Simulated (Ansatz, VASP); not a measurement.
# Si: VASP beside Ansatz

```
CELL_PARAMETERS angstrom
3.86854 0.00000 0.00000
-1.93427 3.35025 0.00000
0.00000 0.00000 19.94830
ATOMIC_POSITIONS crystal
Si 0.16667 0.33333 0.40104
Si 0.50000 0.00000 0.44062
Si 0.50000 0.00000 0.55938
Si 0.83333 0.66667 0.59896
```

Alike in both runs: task single point; functional PBE; k mesh 9 × 9 × 1; occupations fermi-dirac, width 0.02 eV; no spin polarisation.

```csv
,VASP,Ansatz
version,VASP 6.6.1,Ansatz 0.2.0
potentials or method,"VASP PAW PBE potentials, release 64 (Si)","PAW with Ansatz's default frozen-core files, scalar-relativistic"
plane-wave cutoff (eV),520,420
valence electrons in the cell,16,16
```

```tsv
	VASP	Ansatz	Ansatz less VASP
rms of the force components (eV/Å)	0.511	0.510	-0.0004
```

Atom by atom the forces differ by 0.003 eV/Å (rms over components).
